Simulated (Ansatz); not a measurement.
# VN: the cost of one run

Method: DFT PBE, scalar-relativistic, plane waves, PAW, in Ansatz 0.2.0.

3 further runs of the same task are left out: 3 set aside as unsound or not needed.

## (1) The structure to begin with

Symmetry: Fm-3m, No. 225, cubic system. The conventional cell has a = 4.117 Å, b = 4.117 Å, c = 4.117 Å, α = 90.00°, β = 90.00°, γ = 90.00°. V (site symmetry m-3m) is surrounded by 6 N at 2.06 Å. Around N (site symmetry m-3m) lie 6 V at 2.06 Å.

As a file:

```
CELL_PARAMETERS angstrom
4.11658 0.00000 0.00000
0.00000 -4.11658 0.00000
0.00000 0.00000 -4.11658
ATOMIC_POSITIONS crystal
V 0.00000 0.00000 0.00000
V 0.50000 0.50000 0.00000
V 0.50000 0.00000 0.50000
V 0.00000 0.50000 0.50000
N 0.50000 0.00000 0.00000
N 0.00000 0.50000 0.00000
N 0.00000 0.00000 0.50000
N 0.50000 0.50000 0.50000
```

It is built from the cell relaxed beforehand with the same method (8.72 Å³/atom).

## (2) The undisturbed cell

input.yaml

```yaml
crystal:
  lattice:
    - [4.1165843332, 0.0, 0.0]
    - [0.0, -4.1165843332, 0.0]
    - [0.0, 0.0, -4.1165843332]
  atoms:
    - { symbol: V, position: [0.0, 1.0, 1.0] }
    - { symbol: V, position: [0.5, 0.5, 1.0] }
    - { symbol: V, position: [0.5, 1.0, 0.5] }
    - { symbol: V, position: [0.0, 0.5, 0.5] }
    - { symbol: "N", position: [0.5, 1.0, 1.0] }
    - { symbol: "N", position: [0.0, 0.5, 1.0] }
    - { symbol: "N", position: [0.0, 1.0, 0.5] }
    - { symbol: "N", position: [0.5, 0.5, 0.5] }
basis:
  ecutwfc: 420
kpoints:
  mp_grid: { grid: [14, 14, 14] }
hamiltonian:
  xc: pbe
scf:
  occupations: { method: gaussian, width: 0.15 }
output:
  forces: true
  stress: true
  eigenvalues: true
  write_density: true
  write_potential: true
  elf: true
  volumetric_format: npy
```

Launch:

```sh
$ ansatz run input.yaml --threads 1 --pin off --max-ram 2560MiB --backend cpu --events-out ev --progress --plain --runs-dir out
```

What time and memory should one allow on 1 thread of Intel Xeon Platinum 8488C (Sapphire Rapids), shared host?

About 17 s, with a peak of 0.58 GiB.
